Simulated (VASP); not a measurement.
## BeTe: equation of state with PBE

BeTe:

```
Be Te
1.0
     1.78700   -4.79745    0.00000
     1.78700    4.79745    0.00000
     0.00000    0.00000    3.56915
Be Te
1 1
Direct
  0.50000 0.50000 0.50000
  0.00000 0.00000 0.00000
```

The cell was built by a generator and needn't be a form met in nature.

```yaml
Program: VASP 6.6.1
Task: equation of state
Functional: PBE
Potentials_or_basis: VASP PAW PBE potentials, release 64 (Be, Te)
Cutoff: 520 eV
k_mesh: 8 × 8 × 8
Occupations: fermi-dirac, width 0.05 eV
Spin: no spin polarisation
```

The equilibrium volume is 30.66 Å³/atom, the bulk modulus at fixed shape and positions is 39 GPa and the pressure derivative of the bulk modulus is 4.2.

Energy against volume, from the lowest point:
```tsv
volume (Å³/atom)	energy (meV/atom)
28.763	15.93
29.375	7.05
29.987	1.86
30.598	0.00
31.210	1.13
31.822	4.97
32.434	11.25
```

All runs of the series together: 6 min on 1 thread of AMD EPYC 9R45 96-Core Processor (Zen 5), with other jobs on the host.

Caveat: the cell was scaled at fixed shape and fractional positions, which overstates the stiffness of a crystal with free parameters, most of all of layers and chains. Spin-orbit coupling is left out, which matters for the levels of Te.
